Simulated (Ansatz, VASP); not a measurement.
**Two plane-wave programs on Nb**

```
Nb
1.0
     0.00000    2.11500    2.11500
     2.11500    0.00000    2.11500
     2.11500    2.11500    0.00000
Nb
1
Direct
  0.00000 0.00000 0.00000
```

Alike in both runs: task electric field gradients; functional LDA; k mesh 13 × 13 × 13; occupations fermi-dirac, width 0.03 eV; no spin polarisation.

|  | VASP | Ansatz |
| --- | --- | --- |
| version | VASP 6.6.1 | Ansatz 0.2.0 |
| potentials or method | VASP PAW LDA potentials, release 64 (Nb_sv) | PAW with Ansatz's default frozen-core files, scalar-relativistic |
| plane-wave cutoff (eV) | 520 | 420 |
| valence electrons in the cell | 13 | 13 |

```csv
,VASP,Ansatz,Ansatz less VASP
pressure (GPa),-10.4,-10.3,+0.11
Vzz of the field gradient on the site that differs most (V/Å²),0.0,0.0,0.00
```

Ansatz warned: «gradients_without_spin_orbit».
